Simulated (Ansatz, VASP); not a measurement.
C in VASP and in Ansatz

```
C
1.0
     0.00000    2.13603    4.30261
     1.23324    0.00000    4.30261
     1.23324    2.13603    0.00000
C
2
Direct
  0.16667 0.83333 0.16667
  0.83333 0.16667 0.83333
```

Alike in both runs: functional PBE; k mesh 14 × 14 × 14; occupations gaussian, width 0.02 eV; no spin polarisation.

Ansatz relaxed the structure, and its values are those at the end. VASP's run is a single point on that final structure, the one shown.

|  | VASP | Ansatz |
| --- | --- | --- |
| version | VASP 6.6.1 | Ansatz 0.2.0 |
| potentials or method | VASP PAW PBE potentials, release 64 (C) | scalar-relativistic, plane waves, PAW |
| plane-wave cutoff (eV) | 520 | 420 |
| valence electrons in the cell | 8 | 8 |

Ansatz gave:

```
gap on the k mesh at the Fermi level (eV) : 1.04
least direct gap on the mesh (eV)         : 1.09
pressure (GPa)                            : 0.0
```

Estimate VASP's values.

gap on the k mesh at the Fermi level (eV): 1.04; least direct gap on the mesh (eV): 1.09; pressure (GPa): 0.4.

The functional is the same, so the differences come from potentials, cutoffs and numerics.
